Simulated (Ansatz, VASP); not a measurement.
**Two plane-wave programs on TaN**

```
CELL_PARAMETERS angstrom
2.87802 0.00000 0.00000
-1.43901 2.49244 0.00000
0.00000 0.00000 2.82415
ATOMIC_POSITIONS crystal
Ta 0.33333 0.66667 0.50000
N 0.00000 0.00000 0.00000
```

Change from the starting cell: volume scaled by 0.94, PAW files.

Alike in both runs: task electric field gradients; functional PBEsol; k mesh 12 × 12 × 10; occupations fermi-dirac, width 0.02 eV; no spin polarisation.

|  | VASP | Ansatz |
| --- | --- | --- |
| version | VASP 6.6.1 | Ansatz 0.2.0 |
| potentials or method | VASP PAW PBE potentials, release 64 (Ta_pv, N) | PAW with Ansatz's default frozen-core files, scalar-relativistic |
| plane-wave cutoff (eV) | 520 | 420 |
| valence electrons in the cell | 16 | 18 |

VASP gave:

```
pressure (GPa)                                                 : 20.5
largest component of the traceless stress (GPa)                : 1.88
Vzz of the field gradient on the site that differs most (V/Å²) : 10.4
```

Question: Estimate Ansatz's values.

Answer: Pressure (GPa): 19.4; largest component of the traceless stress (GPa): 1.71; Vzz of the field gradient on the site that differs most (V/Å²): 42.6.

The functional is the same, so the differences come from potentials, cutoffs and numerics. The two sets of potentials don't hold the same shells in valence. Ansatz warned: «gradients_without_spin_orbit».

Caveats: so large a pressure means that the cell lies far from this level's equilibrium, or that cutoff or potentials fall short (VASP); the potentials were made for another functional, which shifts forces and pressure (VASP). The runs have no spin-orbit coupling, so splittings on Ta are missing.
